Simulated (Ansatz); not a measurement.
# AlN: the cost of one run

Computed with Ansatz 0.2.0 (DFT PBEsol, scalar-relativistic, plane waves, PAW, unless a step's input says otherwise).

1 further run of the same task is left out (set aside as unsound or not needed).

### Step 1. The system as given

It takes space group F-43m (No. 216, cubic). Conventional cell: a = 4.378 Å, b = 4.378 Å, c = 4.378 Å, α = 90.00°, β = 90.00°, γ = 90.00°. Around Al (site symmetry -43m) lie 4 N at 1.90 Å. N (site symmetry -43m) has 4 Al at 1.90 Å as nearest neighbours.

Coordinates:

```xyz
2
Lattice="0.0000 2.1888 2.1888 2.1888 0.0000 2.1888 2.1888 2.1888 0.0000" Properties=species:S:1:pos:R:3 pbc="T T T"
Al    0.0000    0.0000    0.0000
N     3.2833    3.2833    3.2833
```

It goes back to an entry of the Materials Project, which need not be the stable form.

This cell was relaxed beforehand with the same method: volume 10.49 Å³/atom, gap on the mesh 3.19 eV.

### Step 2. The cell under 7 GPa

At a set pressure the run lowers the enthalpy E + PV, so the energy alone may rise along the way.

input.yaml reads:

```yaml
crystal:
  lattice:
    - [0.0, 2.1888400046, 2.1888400046]
    - [2.1888400046, 0.0, 2.1888400046]
    - [2.1888400046, 2.1888400046, 0.0]
  atoms:
    - { symbol: Al, position: [0.0, 0.0, 0.0] }
    - { symbol: "N", position: [0.75, 0.75, 0.75] }
basis:
  ecutwfc: 420
kpoints:
  mp_grid: { grid: [10, 10, 10] }
hamiltonian:
  xc: pbesol
scf:
  occupations: { method: fixed }
output:
  forces: true
  stress: true
  eigenvalues: true
relax:
  adjacent_minimum: "off"
  f_tol: 0.001
  max_steps: 60
  cell: { stress_tol: 0.02, p_target: 7.0 }
```

Command:

```console
$ ansatz run input.yaml --threads 1 --pin off --max-ram 3072MiB --backend cpu --events-out ev --progress --plain --runs-dir out
```

What time and memory should one allow on 1 thread of AMD EPYC 9R45 (Zen 5), shared host?

About 2.7 s, with a peak of 0.35 GiB.
